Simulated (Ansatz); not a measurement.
## SrF2: pressure series

Start from SrF$_{2}$ in the fluorite structure (space group Fm-3m, No. 225).

```cif
data_F8Sr4
_chemical_formula_sum 'Sr4 F8'
_space_group_name_H-M_alt 'Fm-3m'
_space_group_IT_number 225
_space_group_name_Hall '-F 4 2 3'
_cell_length_a 5.85727
_cell_length_b 5.85727
_cell_length_c 5.85727
_cell_angle_alpha 90.000
_cell_angle_beta 90.000
_cell_angle_gamma 90.000
loop_
_atom_site_label
_atom_site_type_symbol
_atom_site_symmetry_multiplicity
_atom_site_Wyckoff_symbol
_atom_site_fract_x
_atom_site_fract_y
_atom_site_fract_z
_atom_site_occupancy
Sr1 Sr 4 a 0.00000 0.00000 0.00000 1
F1 F 8 c 0.25000 0.25000 0.25000 1
```
(The calculation used a cell of 3 atoms; values per cell refer to that cell.)

Cell and atoms are relaxed at each pressure.

Level of theory: Ansatz (a quantum-chemistry and plane-wave program) PBE, no spin-orbit coupling.

Candidates:
(a) pressure −2 GPa
(b) pressure −1 GPa
(c) pressure 0.7 GPa

For the base:

Band gap: 6.78 eV

### Question
Order them by band gap, highest first.

### Answer
(c) pressure 0.7 GPa (6.84 eV), (b) pressure −1 GPa (6.70 eV), (a) pressure −2 GPa (6.61 eV)

Load acts through the strain it causes; cell and atoms are relaxed under it. Stability against distortions was not tested.
